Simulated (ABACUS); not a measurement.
NiO:

```xyz
2
Lattice="0.0000 2.0859 2.0859 2.0859 0.0000 2.0859 2.0859 2.0859 0.0000" Properties=species:S:1:pos:R:3 pbc="T T T"
Ni    0.0000    0.0000    0.0000
O     2.0859    2.0859    2.0859
```

Base run:

```yaml
Program: ABACUS 3.10.1
Functional: LDA
Potentials_or_basis: SG15 ONCV 1.2 PBE
Cutoff: 1361 eV
Density_cutoff: 5442 eV
Basis: DZP LCAO (the cutoffs set its grid)
k_mesh: 8 × 8 × 8
Occupations: fermi-dirac, width 0.05 eV
Spin: collinear spin, ferromagnetic start
Starting_moments: "[1.0, 0.0] μB"
```

Its results: band gap on the k mesh none (metal or under the smearing width); pressure -17.3 GPa; net moment 0.58 μB per cell; site moments Ni +0.49; O +0.09 μB.

Problem. The run is repeated on the same cell with these changes: functional from LDA to PBEsol. What comes out?

Solution. Band gap on the k mesh none (metal or under the smearing width); pressure -8.1 GPa; net moment 0.78 μB per cell; site moments Ni +0.68; O +0.10 μB.

PBEsol binds less tightly than LDA, so the same cell stands under more pressure.

Caveats: the atomic orbitals were generated for these runs and aren't a published set; the potentials were made for another functional, which shifts forces and pressure; the basis of atomic orbitals isn't converged, which shifts pressures, moduli and gaps; a cell with one magnetic atom can't hold antiferromagnetic order, which such compounds often take; semilocal functionals often make such compounds metallic where correlation or magnetic order opens a gap, which also shifts bond lengths.

Not every run made on this cell is shown here.
